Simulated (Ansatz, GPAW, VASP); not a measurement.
# Si: programs and potentials compared

```
Si
1.0
     0.00000    2.72185    2.72185
     2.72185    0.00000    2.72185
     2.72185    2.72185    0.00000
Si
2
Cartesian
  2.7219 2.7219 2.7219
  4.0828 4.0828 4.0828
```

Alike in all runs: task single point; functional PBE; k mesh 8 × 8 × 8; occupations gaussian, width 0.027 eV; no spin polarisation; no spin-orbit coupling. Pressure is positive in compression and, in plane waves, holds the error of the finite cutoff.

| program and potentials | plane-wave cutoff (eV) | notes | band gap (eV) | pressure (GPa) |
| --- | --- | --- | --- | --- |
| VASP, PBE PAW files Si, 520 eV | 520 | - | 0.63 | 1.27 |
| GPAW, GPAW PAW data sets (gpaw-data 1.2.1) | 600 | - | 0.62 | 1.61 |
| Ansatz, all-electron LAPW, scalar-relativistic | - | - | 0.63 | 1.31 |

The band gap spans 0.62 (GPAW, GPAW PAW data sets (gpaw-data 1.2.1)) to 0.63 eV (VASP, PBE PAW files Si, 520 eV), with all-electron results at 0.63. The pressure spans 1.27 (VASP, PBE PAW files Si, 520 eV) to 1.61 GPa (GPAW, GPAW PAW data sets (gpaw-data 1.2.1)), with all-electron results at 1.31. The gap is indirect and read on the mesh alone.

Differences between rows come from potentials, basis sets and numerical settings, since the functional is the same but for its coding. Runs on potential files found faulty are left out.

The three approaches give practically the same gap, 0.62 to 0.63 eV, so the description of the band edges depends little on how the core is treated. This is expected for silicon, whose gap separates bonding states of 3p character from antibonding states of mixed s and p character, with no shallow d shell involved. The gap is well below the measured one. Since the all-electron result shares this shortfall, it belongs to the functional, whose Kohn-Sham gap lacks the derivative discontinuity of the exchange-correlation potential.

The pressure is positive in every row, which suggests that the cell is smaller than the PBE equilibrium volume, in line with the functional's known tendency to overestimate the lattice constant of silicon. VASP lies close to the all-electron value, while GPAW is higher at 1.61 GPa, probably through its data set or remaining basis error. As a volume derivative of the total energy, pressure exposes small differences that hardly touch the gap. The close agreement supports the numerical reproducibility of PBE here, not its accuracy for excitation energies.
